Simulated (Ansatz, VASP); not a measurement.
One calculation of ZnCu, two programs

INCAR

```
SYSTEM = ZnCu
PREC = Accurate
ENCUT = 520
EDIFF = 1E-6
ISMEAR = 0
SIGMA = 0.1
LREAL = .FALSE.
LASPH = .TRUE.
NELM = 80
ALGO = Normal
ISIF = 2
LWAVE = .FALSE.
LCHARG = .FALSE.
GGA = PE
NBANDS = 18
```

File KPOINTS:

```
regular mesh
0
G
  8 8 8
  0 0 0
```

File POSCAR:

```
ZnCu
1.0
    2.9450000000      0.0000000000      0.0000000000
    0.0000000000      2.9450000000      0.0000000000
    0.0000000000      0.0000000000      2.9450000000
Zn Cu
1 1
Direct
    0.5000000000      0.5000000000      0.5000000000
    0.0000000000      0.0000000000      0.0000000000
```

Input for Ansatz:

```yaml
crystal:
  lattice:
    - [2.945, 0.0, 0.0]
    - [0.0, 2.945, 0.0]
    - [0.0, 0.0, 2.945]
  atoms:
    - { symbol: Zn, position: [0.5, 0.5, 0.5] }
    - { symbol: Cu, position: [0.0, 0.0, 0.0] }
kpoints:
  mp_grid:
    grid: [8, 8, 8]
hamiltonian:
  xc: pbe
  pseudopotentials:
    kind: nc
scf:
  max_iter: 150
  algorithm: density_mixing
  lower_state_search: "off"
  mixing:
    algorithm: anderson
    beta: 0.2
    ndim: 6
  occupations:
    method: gaussian
output:
  stress: true
```

Alike in both runs: task single point; functional PBE; k mesh 8 × 8 × 8; no spin polarisation.

```csv
,VASP,Ansatz
version,VASP 6.6.1,Ansatz 0.2.0
potentials or method,"VASP PAW PBE potentials, release 64 (Zn, Cu)","plane waves, norm-conserving potentials"
plane-wave cutoff (eV),520,1252
occupations,"gaussian, width 0.1 eV",gaussian
valence electrons in the cell,23,39
```

```tsv
	VASP	Ansatz	Ansatz less VASP
pressure (GPa)	3.1	2.6	-0.52
```

The two sets of potentials don't hold the same shells in valence.
